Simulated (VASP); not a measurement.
A run of VASP 6.6.1 is set up as follows.

The input POSCAR:

```
Ge
1.0
    0.0000000000      2.8290000000      2.8290000000
    2.8290000000      0.0000000000      2.8290000000
    2.8290000000      2.8290000000      0.0000000000
Ge
2
Direct
    0.0000000000      0.0000000000      0.0000000000
    0.2500000000      0.2500000000      0.2500000000
```

Contents of INCAR.step1:

```
PREC = Accurate
ENCUT = 600
EDIFF = 1E-8
ISMEAR = -1
SIGMA = 0.03
LREAL = F
LASPH = T
NELM = 60
ALGO = Fast
ISIF = 3
LWAVE = F
LCHARG = F
NELECT = 27.95155
IBRION = 2
NSW = 40
EDIFFG = -0.002
```

INCAR.step2

```
PREC = Accurate
ENCUT = 600
EDIFF = 1E-8
ISMEAR = -1
SIGMA = 0.03
LREAL = F
LASPH = T
NELM = 60
ALGO = Fast
ISIF = 2
LWAVE = F
LCHARG = F
NELECT = 27.95155
IBRION = 8
NSW = 1
```

Contents of KPOINTS:

```
regular mesh
0
Gamma
  14 14 14
```

Potentials or basis: VASP PAW LDA potentials, release 64 (Ge_d).

Launch:

```bash
$ cat potpaw_LDA.64/Ge_d/POTCAR > POTCAR
$ cp INCAR.step1 INCAR
$ mpirun -np 1 vasp_std > vasp.out
$ cp CONTCAR POSCAR
$ cp INCAR.step2 INCAR
$ mpirun -np 1 vasp_std > vasp.out
```

Q: What does it give for the highest phonon frequency at Γ?

A: 279 cm⁻¹.

Q: What does it give for the relaxed volume?

A: 21.74 Å³/atom.

Final structure:
```
Ge
1.0
     0.00000    2.79112    2.79112
     2.79112    0.00000    2.79112
     2.79112    2.79112    0.00000
Ge
2
Direct
  0.00000 0.00000 0.00000
  0.25000 0.25000 0.25000
```

Caveat: the cell is charged against a uniform background, so pressure and absolute levels hang on convention.
